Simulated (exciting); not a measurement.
**TiO2 (Anatase): the O K edge from the Bethe–Salpeter equation**

Aim: the O K absorption edge of TiO2 (Anatase) with the electron–hole interaction treated explicitly, and what each term of the kernel does. The measurement to meet: electron-yield XAS at XFEL on anatase nanoparticles, reported in Direct and real-time observation of hole transport dynamics in anatase TiO2 using X-ray free-electron laser (pmc:9085873, 2022), with first peak at 531 eV and second peak at 533.5 eV.

Main program and level: exciting sodium; X-ray absorption, core-level Bethe-Salpeter equation, exchange and statically screened direct term, Tamm-Dancoff, all-electron LAPW+lo PBEsol.

### 1. The structure

The structure is tetragonal, space group I4_1/amd (No. 141). Conventional cell: a = 3.784 Å, b = 3.784 Å, c = 9.515 Å, α = 90.00°, β = 90.00°, γ = 90.00°. Nearest to Ti lie 6 O at 1.93 to 1.98 Å. Nearest to O lie 3 Ti at 1.93 to 1.98 Å. Farther neighbours and most contacts between anions are not listed.

Structure file:

```cif
data_structure
_symmetry_space_group_name_H-M 'P 1'
_symmetry_Int_Tables_number 1
_cell_length_a 5.4582
_cell_length_b 5.4582
_cell_length_c 5.4582
_cell_angle_alpha 139.435
_cell_angle_beta 139.435
_cell_angle_gamma 58.713
_cell_volume 68.13
loop_
_atom_site_label
_atom_site_type_symbol
_atom_site_fract_x
_atom_site_fract_y
_atom_site_fract_z
_atom_site_occupancy
Ti1 Ti 0.75000 0.25000 0.50000 1
Ti2 Ti 0.00000 0.00000 0.00000 1
O3 O 0.79190 0.79190 0.00000 1
O4 O 0.54190 0.04190 0.50000 1
O5 O 0.95810 0.45810 0.50000 1
O6 O 0.20810 0.20810 0.00000 1
```

Differences between curves are given as r.m.s. difference over r.m.s. height.

### 2. Ground state

The species files are the program's own, with muffin-tin radii set in the input.

input.xml

```
<input>
  <title>TiO2</title>
  <structure speciespath="." autormt="false" epslat="1.0e-5">
    <crystal>
      <basevect>-3.5755507997 3.5755507997 8.9899940910</basevect>
      <basevect>3.5755507997 -3.5755507997 8.9899940910</basevect>
      <basevect>3.5755507997 3.5755507997 -8.9899940910</basevect>
    </crystal>
    <species speciesfile="Ti.xml" rmt="2.055">
      <atom coord="0.7500000000 0.2500000000 0.5000000000"/>
      <atom coord="0.0000000000 0.0000000000 0.0000000000"/>
    </species>
    <species speciesfile="O.xml" rmt="1.490">
      <atom coord="0.7919000000 0.7919000000 0.0000000000"/>
      <atom coord="0.5419000000 0.0419000000 0.5000000000"/>
      <atom coord="0.9581000000 0.4581000000 0.5000000000"/>
      <atom coord="0.2081000000 0.2081000000 0.0000000000"/>
    </species>
  </structure>
  <groundstate do="fromscratch" xctype="GGA_PBE_SOL" ngridk="3 3 5" rgkmax="7" gmaxvr="14" nempty="8" swidth="0.001" maxscl="100" epsengy="1e-5"/>
</input>
```

The run is started by

```bash
$ OMP_NUM_THREADS=1 mpirun -n 4 exciting
```

The program printed:

```text
EXCITING SODIUM started
********************************************************************************
* Ground-state run starting from atomic densities                              *
********************************************************************************
+ Starting initialization                                                      +
 Lattice vectors (cartesian) :
     -3.5755507997      3.5755507997      8.9899940910
      3.5755507997     -3.5755507997      8.9899940910
      3.5755507997      3.5755507997     -8.9899940910
 Reciprocal lattice vectors (cartesian) :
     -0.0000000000      0.8786318052      0.3494543625
      0.8786318052     -0.0000000000      0.3494543625
      0.8786318052      0.8786318052      0.0000000000
 Unit cell volume                           :     459.7326020477
 Brillouin zone volume                      :       0.5395532367
 Species :    1 (Ti)
     parameters loaded from                 :    Ti.xml
     name                                   :    titanium
     nuclear charge                         :     -22.00000000
     electronic charge                      :      22.00000000
     atomic mass                            :   87256.20311000
     muffin-tin radius                      :       2.05500000
     # of radial points in muffin-tin       :     350
     atomic positions (lattice) :
       1 :   0.00000000  0.00000000  0.00000000
       2 :   0.25000000  0.75000000  0.50000000
 Species :    2 (O)
     parameters loaded from                 :    O.xml
     name                                   :    oxygen
     nuclear charge                         :      -8.00000000
     electronic charge                      :       8.00000000
     atomic mass                            :   29165.12203000
     muffin-tin radius                      :       1.49000000
     # of radial points in muffin-tin       :     250
     atomic positions (lattice) :
       1 :   0.04190000  0.54190000  0.50000000
       2 :   0.79190000  0.79190000  0.00000000
       3 :   0.20810000  0.20810000  0.00000000
       4 :   0.45810000  0.95810000  0.50000000
 Total number of atoms per unit cell        :       6
 Spin treatment                             :    spin-unpolarised
 Number of Bravais lattice symmetries       :      16
 Number of crystal symmetries               :      16
 k-point grid                               :       3    3    5
 Total number of k-points                   :      16
 k-point set is reduced with crystal symmetries
 R^MT_min * |G+k|_max (rgkmax)              :       7.00000000
 Species with R^MT_min                      :       2 (O)
 Maximum |G+k| for APW functions            :       4.69798658
 Maximum |G| for potential and density      :      14.00000000
 G-vector grid sizes                        :      48    48    48
 Total number of G-vectors                  :   21249
 Maximum angular momentum used for
     APW functions                          :       8
     computing H and O matrix elements      :       8
     potential and density                  :       8
     inner part of muffin-tin               :       2
 Total nuclear charge                       :     -76.00000000
 Total electronic charge                    :      76.00000000
 Total core charge                          :      28.00000000
 Total valence charge                       :      48.00000000
 Number of empty states                     :       8
 Total number of valence states             :      33
 Maximum Hamiltonian size                   :     857
 Maximum number of plane-waves              :     815
 Total number of local-orbitals             :      42
 Exchange-correlation type                  :      22
     PBEsol, Phys. Rev. Lett. 100, 136406 (2008)
     Generalised gradient approximation (GGA)
 Smearing scheme                            :    Gaussian
 Smearing width                             :       0.00100000
 Using multisecant Broyden potential mixing
+ Ending initialization                                                        +
********************************************************************************
* Groundstate module started                                                   *
********************************************************************************
 Output level for this task is set to normal
+ Self-consistent loop started                                                 +
 Density and potential initialised from atomic data
+ SCF iteration number :    1                                                  +
 Total energy                               :     -2001.63481324
 _______________________________________________________________
 Fermi energy                               :         0.15894518
 Kinetic energy                             :      2026.88282660
 Coulomb energy                             :     -3912.25269317
 Exchange energy                            :      -112.80061075
 Correlation energy                         :        -3.46433591
 DOS at Fermi energy (states/Ha/cell)       :         0.00000000
 Electron charges :
     core                                   :        28.00000000
     core leakage                           :         0.00000180
     valence                                :        48.00000000
     interstitial                           :         8.51847878
     charge in muffin-tin spheres :
                  atom     1    Ti          :        18.81030749
                  atom     2    Ti          :        18.81030749
                  atom     3     O          :         7.46522656
                  atom     4     O          :         7.46522656
                  atom     5     O          :         7.46522656
                  atom     6     O          :         7.46522656
     total charge in muffin-tins            :        67.48152122
     total charge                           :        76.00000000
 Estimated fundamental gap                  :         0.22767896
        valence-band maximum at   11      0.0000  0.0000  0.4000
     conduction-band minimum at    1      0.0000  0.0000  0.0000
[... further iterations ...]
| Convergence targets achieved. Performing final SCF iteration                 +
 Total energy                               :     -2006.19526949
 _______________________________________________________________
 Fermi energy                               :         0.18639380
 Kinetic energy                             :      2021.28672177
 Coulomb energy                             :     -3911.89699786
 Exchange energy                            :      -112.09959958
 Correlation energy                         :        -3.48539382
 DOS at Fermi energy (states/Ha/cell)       :         0.00000000
 Electron charges :
     core                                   :        28.00000000
     core leakage                           :         0.00000184
     valence                                :        48.00000000
     interstitial                           :         9.41679650
     charge in muffin-tin spheres :
                  atom     1    Ti          :        19.59933828
                  atom     2    Ti          :        19.59933828
                  atom     3     O          :         6.84613173
                  atom     4     O          :         6.84613173
                  atom     5     O          :         6.84613173
                  atom     6     O          :         6.84613173
     total charge in muffin-tins            :        66.58320350
     total charge                           :        76.00000000
 Estimated fundamental gap                  :         0.07657863
        valence-band maximum at   11      0.0000  0.0000  0.4000
     conduction-band minimum at    1      0.0000  0.0000  0.0000
+ Self-consistent loop stopped                                                 +
 STATE.OUT is written
********************************************************************************
* Groundstate module stopped                                                   *
********************************************************************************
 Total time spent (seconds)                 :        74.09
| EXCITING SODIUM stopped                                                      =
```

The job ended after 75 s (4 MPI ranks of Arm Neoverse V2, shared host).

The mesh shows a gap of 2.08 eV. Core levels (Dirac, from the valence top):

| atom | level | energy (eV) |
| --- | --- | --- |
| Ti | 1s1/2 | -4855.7 |
| Ti | 2s1/2 | -530.4 |
| Ti | 2p1/2 | -441.8 |
| Ti | 2p3/2 | -436.1 |
| O | 1s1/2 | -502.3 |

### 3. A richer basis for the empty states

Each species file gets more local orbitals, built from u and its energy derivative at 0.15 Ha and u at 0.9 Ha.

input.xml is that of step 2.

SPECIES.xml, added lines

```
<lo l="L">  <!-- L = 0, 1, 2 -->
  <wf matchingOrder="0" trialEnergy="0.1500" searchE="false"/>
  <wf matchingOrder="1" trialEnergy="0.1500" searchE="false"/>
  <wf matchingOrder="0" trialEnergy="0.9000" searchE="false"/>
</lo>
```

The run is started by

```bash
$ OMP_NUM_THREADS=1 mpirun -n 4 exciting
```

The program printed:

```text
EXCITING SODIUM started
********************************************************************************
* Ground-state run starting from atomic densities                              *
********************************************************************************
+ Starting initialization                                                      +
[... lattice and species ...]
 Spin treatment                             :    spin-unpolarised
 Number of Bravais lattice symmetries       :      16
[...]
valence-band maximum at   11      0.0000  0.0000  0.4000
     conduction-band minimum at    1      0.0000  0.0000  0.0000
+ Self-consistent loop stopped                                                 +
 STATE.OUT is written
********************************************************************************
* Groundstate module stopped                                                   *
********************************************************************************
 Total time spent (seconds)                 :        82.30
| EXCITING SODIUM stopped                                                      =
[key lines of the parts left out:]
Total energy                               :     -2006.19821346
Fermi energy                               :         0.18714143
```

The job ended after 84 s (4 MPI ranks).

Against the first ground state the total energy moves by -13 meV an atom and the gap by 0.00 eV.

(Part 1 of 3 ends here.)

[Banner, clock and machine lines of the logs are left out without a mark of their own.]

[Logs are printed without paths, hosts, clocks, repeated set-up lines and the standing remarks that a program may print on its own settings, such as how far it seeks lower states.]

[Hosts, paths, dates, database ids (printed as entryN), source tags and the programs' standing remarks are cut or masked in the printed files.]
